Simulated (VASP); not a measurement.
# SiC (Fm-3m) in VASP: further runs

The runs below take SiC through single point, relaxation of cell and atoms, with r2SCAN.

Program: VASP 6.6.1. These are calculated values, not measurements. Logs are shortened: lines on timing, memory, paths and dates and some standing lists are left out, and cuts for length are marked.

### Step 1. The crystal as given

Symmetry: Fm-3m, No. 225, cubic system. Conventional cell: a = 4.026 Å, b = 4.026 Å, c = 4.026 Å, α = 90.00°, β = 90.00°, γ = 90.00°. Around Si (site symmetry m-3m) lie 6 C at 2.01 Å. C (site symmetry m-3m) has 6 Si at 2.01 Å as nearest neighbours.

The cell was built by a generator and needn't be a form met in nature.

### Step 2. Single point, r2SCAN

POSCAR reads:

```
SiC
1.0
    0.0000000000      2.0131979337      2.0131979337
    2.0131979337      0.0000000000      2.0131979337
    2.0131979337      2.0131979337      0.0000000000
Si C
1 1
Direct
    0.0000000000      0.0000000000      0.0000000000
    0.5000000000      0.5000000000      0.5000000000
```

INCAR.step1 reads:

```
  PREC = Accurate
  ENCUT = 520
  ISMEAR = 0
  SIGMA = 0.1
  LREAL = False
  LASPH = True
  NELM = 100
  NBANDS = 11
  GGA = PE
  ALGO = Normal
  EDIFF = 1E-4
  LWAVE = True
  LCHARG = False
```

INCAR.step2 reads:

```
  PREC = Accurate
  ENCUT = 520
  EDIFF = 1E-7
  ISMEAR = 0
  SIGMA = 0.1
  LREAL = False
  LASPH = True
  NELM = 100
  ALGO = Normal
  ISIF = 2
  LWAVE = False
  LCHARG = False
  METAGGA = R2SCAN
  LMIXTAU = True
  NBANDS = 11
  ISTART = 1
```

KPOINTS reads:

```
regular mesh
0
Gamma
  18 18 18
```

Potentials or basis: VASP PAW PBE potentials, release 64 (Si, C).

The run is started by

```bash
$ cat potpaw_PBE.64/Si/POTCAR potpaw_PBE.64/C/POTCAR > POTCAR
$ cp INCAR.step1 INCAR
$ mpirun -np 1 vasp_std > vasp.out
$ cp INCAR.step2 INCAR
$ mpirun -np 1 vasp_std > vasp.out
```

OUTCAR:

```text
PREC = Accurate
   ENCUT = 520
   EDIFF = 1E-7
   ISMEAR = 0
   LREAL = False
   LASPH = True
   NELM = 100
   ISIF = 2
   METAGGA = R2SCAN
   ISTART = 1

 ion  position               nearest neighbor table
   1  0.000  0.000  0.000-   2 2.01   2 2.01   2 2.01   2 2.01   2 2.01   2 2.01
   2  0.500  0.500  0.500-   1 2.01   1 2.01   1 2.01   1 2.01   1 2.01   1 2.01

  LATTYP: Found a face centered cubic cell.
 ALAT       =     4.0263958674

  Lattice vectors:

 A1 = (   0.0000000000,   2.0131979337,   2.0131979337)
 A2 = (   2.0131979337,   0.0000000000,   2.0131979337)
 A3 = (   2.0131979337,   2.0131979337,   0.0000000000)

Analysis of symmetry for initial positions (statically):
=====================================================================
 Subroutine PRICEL returns:
 Original cell was already a primitive cell.

 Routine SETGRP: Setting up the symmetry group for a
 face centered cubic supercell.

 Subroutine GETGRP returns: Found 48 space group operations
 (whereof 48 operations were pure point group operations)
 out of a pool of 48 trial point group operations.

The static configuration has the point symmetry O_h .

Analysis of symmetry for dynamics (positions and initial velocities):
=====================================================================
 Subroutine PRICEL returns:
 Original cell was already a primitive cell.

 Routine SETGRP: Setting up the symmetry group for a
 face centered cubic supercell.

 Subroutine GETGRP returns: Found 48 space group operations
 (whereof 48 operations were pure point group operations)
 out of a pool of 48 trial point group operations.

The dynamic configuration has the point symmetry O_h .

 Subroutine INISYM returns: Found 48 space group operations
 (whereof 48 operations are pure point group operations),
 and found     1 'primitive' translations

----------------------------------------------------------------------------------------

                                     Primitive cell

  volume of cell :      16.3188

  direct lattice vectors                    reciprocal lattice vectors
     0.000000000  2.013197934  2.013197934    -0.248361074  0.248361074  0.248361074
     2.013197934  0.000000000  2.013197934     0.248361074 -0.248361074  0.248361074
     2.013197934  2.013197934  0.000000000     0.248361074  0.248361074 -0.248361074

  length of vectors
     2.847091822  2.847091822  2.847091822     0.430173998  0.430173998  0.430173998

  position of ions in fractional coordinates (direct lattice)
     0.000000000  0.000000000  0.000000000
     0.500000000  0.500000000  0.500000000

  ion indices of the primitive-cell ions
   primitive index   ion index
                 1           1
                 2           2

----------------------------------------------------------------------------------------

 KPOINTS: regular mesh

Automatic generation of k-mesh.
 Grid dimensions read from file:
 generate k-points for:   18   18   18

 Generating k-lattice:

  Cartesian coordinates                     Fractional coordinates (reciprocal lattice)
    -0.013797837  0.013797837  0.013797837     0.055555556  0.000000000  0.000000000
     0.013797837 -0.013797837  0.013797837     0.000000000  0.055555556  0.000000000
     0.013797837  0.013797837 -0.013797837     0.000000000  0.000000000  0.055555556

  Length of vectors
     0.023898555  0.023898555  0.023898555

  Shift w.r.t. Gamma in fractional coordinates (k-lattice)
     0.000000000  0.000000000  0.000000000

 Subroutine IBZKPT returns following result:
 ===========================================

 Found    195 irreducible k-points:

 Following reciprocal coordinates:
            Coordinates               Weight
  0.000000  0.000000  0.000000      1.000000
  0.055556  0.000000  0.000000      8.000000
  0.111111  0.000000  0.000000      8.000000
  0.166667  0.000000  0.000000      8.000000
  0.222222  0.000000  0.000000      8.000000
  0.277778  0.000000  0.000000      8.000000
[... 16 lines left out ...]
 -0.277778  0.055556  0.000000     24.000000
 -0.222222  0.055556  0.000000     24.000000
 [... further k-points ...]
   k-points           NKPTS =    195   k-points in BZ     NKDIM =    195   number of bands    NBANDS=     11
   number of dos      NEDOS =    301   number of ions     NIONS =      2
   total plane-waves  NPLWV =  13824
   dimension x,y,z NGX =    24 NGY =   24 NGZ =   24
   dimension x,y,z NGXF=    48 NGYF=   48 NGZF=   48
   ions per type =               1   1
   NGX,Y,Z   is equivalent  to a cutoff of  14.01, 14.01, 14.01 a.u.
   NGXF,Y,Z  is equivalent  to a cutoff of  28.03, 28.03, 28.03 a.u.
 SYSTEM =  unknown system
   PREC   = accura    normal or accurate (medium, high low for compatibility)
   ISTART =      1    job   : 0-new  1-cont  2-samecut
   ICHARG =      0    charge: 1-file 2-atom 10-const
   ISPIN  =      1    spin polarized calculation?
   LNONCOLLINEAR =      F non collinear calculations
   LSORBIT =      F    spin-orbit coupling
   LASPH  =      T    aspherical Exc in radial PAW
   ENCUT  =  520.0 eV  38.22 Ry    6.18 a.u.   5.29  5.29  5.29*2*pi/ulx,y,z
   NELM   =    100;   NELMIN=  2; NELMDL=  0     # of ELM steps
   EDIFF  = 0.1E-06   stopping-criterion for ELM
   LREAL  =      F    real-space projection
   EDIFFG = 0.1E-05   stopping-criterion for IOM
   NSW    =      0    number of steps for IOM
   IBRION =     -1    ionic relax: 0-MD 1-quasi-New 2-CG
   NFREE  =      0    steps in history (QN), initial steepest desc. (CG)
   ISIF   =      2    stress and relaxation
   ISYM   =      2    0-nonsym 1-usesym 2-fastsym
   POTIM  = 0.5000    time-step for ionic-motion
   TEBEG  =    0.0;   TEEND  =   0.0 temperature during run
   PSTRESS=    0.0 pullay stress
   NELECT =       8.0000    total number of electrons
   NUPDOWN=      -1.0000    fix difference up-down
   EMIN   =  10.00;   EMAX   =-10.00  energy-range for DOS
   EFERMI =   0.00;   METHOD = LEGACY
   ISMEAR =     0;   SIGMA  =   0.10  broadening in eV -4-tet -1-fermi 0-gaus
   EFERMI_NEDOS =   21; number of points for ismear=-14 and -15
   IALGO  =     38    algorithm
   IMIX   =      4    mixing-type and parameters
     AMIX     =   0.40;   BMIX     =  1.00
     AMIX_MAG =   1.60;   BMIX_MAG =  1.00
  volume/ion in A,a.u.               =       8.16        55.06
  Fermi-wavevector in a.u.,A,eV,Ry     =   1.290848  2.439349 22.671223  1.666288
  Thomas-Fermi vector in A             =   2.422654
   LORBIT       =      0    0 simple, 1 ext, 2 COOP (PROOUT), +10 PAW based schemes
   METAGGA = R2SCAN    functional components
   LHFCALC =     F    Hartree Fock is set to
   AEXX    =    0.0000 exact exchange contribution
   IVDW    =     0    specifies the selected vdW correction
   LEPSILON=     F    determine dielectric tensor
   LRPA    =     F    only Hartree local field effects (RPA)
 non-spin polarized calculation
 Gauss-broadening in eV      SIGMA  =   0.10
  energy-cutoff  :      520.00
  volume of cell :       16.32
 maximum number of plane-waves:       459
 NGX is ok and might be reduce to    24
   NGX = 11   NGY = 11   NGZ = 11

 number of electron       8.0000000 magnetization

 Free energy of the ion-electron system (eV)
  ---------------------------------------------------
  ext. energy  EPLUGINS =         0.00000000
  ---------------------------------------------------
  free energy    TOTEN  =       -17.65881584 eV

  energy without entropy =      -17.65768234  energy(sigma->0) =      -17.65824909

 E-fermi :  12.6743     XC(G=0): -13.5101

 val. band max:       12.6240162455   @ k =  -0.1667   0.1111   0.0000
 cond. band min:      12.6759108512   @ k =   0.0000   0.0000   0.0000
 fundamental gap:      0.0518946057
 Fermi energy:        12.6742854647

 k-point     1 :       0.0000    0.0000    0.0000
  band No.  band energies     occupation
      1      -6.9675      2.00000
      2      12.6759      0.98166
      3      12.6759      0.98166
      4      12.6759      0.98165
      5      21.1168      0.00000
      6      22.0762      0.00000
      7      22.0762      0.00000
      8      22.0762      0.00000
      9      26.5937      0.00000
     10      26.5937      0.00000
     11      26.5937      0.00000

 k-point     2 :       0.0556    0.0000    0.0000
  band No.  band energies     occupation
      1      -6.8880      2.00000
      2      12.2188      2.00000
      3      12.6218      1.54224
      4      12.6218      1.54223
      5      21.2447      0.00000
      6      22.0399      0.00000
      7      22.2240      0.00000
      8      22.2240      0.00000
      9      25.3396      0.00000
     10      25.3396      0.00000
     11      26.5360      0.00000

 k-point     3 :       0.1111    0.0000    0.0000
  band No.  band energies     occupation
      1      -6.6502      2.00000
      2      11.0397      2.00000
      3      12.4751      1.99514
      4      12.4751      1.99514
      5      21.0465      0.00000
      6      22.4920      0.00000
      7      22.4920      0.00000
      8      22.5143      0.00000
      9      24.1768      0.00000
     10      24.1768      0.00000
     11      26.3200      0.00000

 k-point     4 :       0.1667    0.0000    0.0000
  band No.  band energies     occupation
      1      -6.2554      2.00000
      2       9.4691      2.00000
      3      12.2734      2.00000
      4      12.2734      2.00000
      5      20.5794      0.00000
      6      22.0139      0.00000
      7      22.0139      0.00000
      8      23.3964      0.00000
      9      24.2351      0.00000
     10      24.2351      0.00000
     11      25.9955      0.00000
[... 239 lines left out ...]
 k-point    22 :      -0.3333    0.0556    0.0000
  band No.  band energies     occupation
      1      -3.7923      2.00000
      2       3.7803      2.00000
      3      10.9183      2.00000
      4      11.8676      2.00000
      5      18.9623      0.00000
      6      19.2185      0.00000
      7      19.7827      0.00000
      8      24.4741      0.00000
      9      27.0901      0.00000
     10      27.7893      0.00000
     11      29.9402      0.00000

 k-point    23 :      -0.2778    0.0556    0.0000
  band No.  band energies     occupation
      1      -4.6741      2.00000
      2       5.4533      2.00000
      3      11.0159      2.00000
      4      12.1115      2.00000
      5      19.4927      0.00000
      6      19.9198      0.00000
      7      20.0548      0.00000
      8      24.6142      0.00000
      9      26.2013      0.00000
     10      26.2189      0.00000
     11      28.6006      0.00000

 k-point    24 :      -0.2222    0.0556    0.0000
  band No.  band energies     occupation
      1      -5.4204      2.00000
      2       7.1915      2.00000
      3      11.1945      2.00000
      4      12.3480      2.00000
      5      20.2443      0.00000
      6      20.2846      0.00000
      7      20.8908      0.00000
      8      24.0962      0.00000
      9      24.8392      0.00000
     10      26.0156      0.00000
     11      27.2726      0.00000

 [... further k-points ...]
[... 5 lines left out ...]
  --------------------------------------------------------------------------------------
  -------------------------------------------------------------------------------------
  Total        0.0301388      0.0301388      0.0301388      0.0000000      0.0000000     -0.0000000
  in kB        2.9590146      2.9590146      2.9590146      0.0000000      0.0000000     -0.0000000
  external PRESSURE =       2.9590146 kB  Pullay stress =       0.0000000 kB

 VOLUME and BASIS-vectors are now :
 -----------------------------------------------------------------------------
  energy-cutoff  :      520.00
  volume of cell :       16.32
      direct lattice vectors                 reciprocal lattice vectors
     0.000000000  2.013197934  2.013197934    -0.248361074  0.248361074  0.248361074
     2.013197934  0.000000000  2.013197934     0.248361074 -0.248361074  0.248361074
     2.013197934  2.013197934  0.000000000     0.248361074  0.248361074 -0.248361074

 POSITION                                       TOTAL-FORCE (eV/Angst)
 -----------------------------------------------------------------------------------
      0.00000      0.00000      0.00000        -0.000000     -0.000000     -0.000000
      2.01320      2.01320      2.01320         0.000000      0.000000      0.000000
 -----------------------------------------------------------------------------------
    total drift:                               -0.000000     -0.000000      0.000000

  FREE ENERGIE OF THE ION-ELECTRON SYSTEM (eV)
  ---------------------------------------------------
  free  energy   TOTEN  =       -17.6588158364 eV

  energy  without entropy=      -17.6576823352  energy(sigma->0) =      -17.65824909
```

Wall time 97 s (1 thread of Intel Xeon Platinum 8259CL at 2.50GHz (Skylake/Cascade Lake), shared host); peak memory 0.16 GiB.

Results:

```yaml
Free_energy: -17.6588 eV
Pressure: 0.3 GPa
Band_gap_on_the_k_mesh: none (metal or under the smearing width)
```

Caveat: the PAW data sets were made with another functional, which shifts forces and pressure a little.

### Step 3. Relaxation of cell and atoms, r2SCAN

POSCAR reads:

```
SiC
1.0
    0.0000000000      2.0126571954      2.0126571954
    2.0126571954      0.0000000000      2.0126571954
    2.0126571954      2.0126571954      0.0000000000
Si C
1 1
Direct
    0.0000000000      0.0000000000      0.0000000000
    0.5000000000      0.5000000000      0.5000000000
```

INCAR.step1 reads:

```
SYSTEM = SiC
ALGO = Normal
EDIFF = 1E-4
ENCUT = 600
GGA = PE
ISMEAR = 0
LASPH = .True.
LCHARG = .False.
LREAL = .False.
LWAVE = .True.
NELM = 100
PREC = Accurate
SIGMA = 0.1
```

INCAR.step2 reads:

```
SYSTEM = SiC
ALGO = Normal
EDIFF = 1E-7
EDIFFG = -0.005
ENCUT = 600
IBRION = 2
ISIF = 3
ISMEAR = 0
ISTART = 1
LASPH = .True.
LCHARG = .False.
LMIXTAU = .True.
LREAL = .False.
LWAVE = .False.
METAGGA = R2SCAN
NELM = 100
NSW = 100
PREC = Accurate
SIGMA = 0.1
```

KPOINTS reads:

```
k-points
0
Gamma
  18 18 18
  0 0 0
```

Potentials or basis: VASP PAW PBE potentials, release 64 (Si, C).

The run is started by

```bash
$ cat potpaw_PBE.64/Si/POTCAR potpaw_PBE.64/C/POTCAR > POTCAR
$ cp INCAR.step1 INCAR
$ mpirun -np 1 vasp_std > vasp.out
$ cp INCAR.step2 INCAR
$ mpirun -np 1 vasp_std > vasp.out
```

Run time: 3.2 min. Hardware: 1 thread of Intel Xeon Platinum 8259CL at 2.50GHz (Skylake/Cascade Lake), shared host; peak memory 0.16 GiB.

The run converged. Its results:

| Item | Value |
| --- | --- |
| Free energy | -17.6608 eV |
| Relaxed volume | 8.16 Å³/atom |
| Relaxed cell | a = 2.847 Å, b = 2.847 Å, c = 2.847 Å, α = 60.00°, β = 60.00°, γ = 60.00° |
| Space group after relaxing (to 0.05 Å) | Fm-3m (No. 225) |
| Energy gained by relaxing | 0.0 meV/atom |
| Ionic steps | 3 |
| Pressure after relaxing | 0.0 GPa |
| Band gap on the k mesh | none (metal or under the smearing width) |

Final structure:
```xyz
2
Lattice="0.0000 2.0134 2.0134 2.0134 0.0000 2.0134 2.0134 2.0134 0.0000" Properties=species:S:1:pos:R:3 pbc="T T T"
Si    0.0000    0.0000    0.0000
C     2.0134    2.0134    2.0134
```

Levels at points of the mesh, in eV from the Fermi level:
| k point | band 1 | band 2 | band 3 | band 4 | band 5 | band 6 | band 7 | band 8 |
| --- | --- | --- | --- | --- | --- | --- | --- | --- |
| (0.00, 0.00, 0.00) | -19.64 | 0.00 | 0.00 | 0.00 | 8.44 | 9.40 | 9.40 | 9.40 |
| (0.50, 0.00, 0.00) | -14.27 | -12.14 | -1.20 | -1.20 | 5.73 | 5.73 | 6.56 | 10.78 |
| (0.50, 0.50, 0.00) | -12.39 | -10.39 | -4.63 | -4.63 | -0.62 | 2.89 | 16.23 | 16.23 |

Caveat: the PAW data sets were made with another functional, which shifts forces and pressure a little.
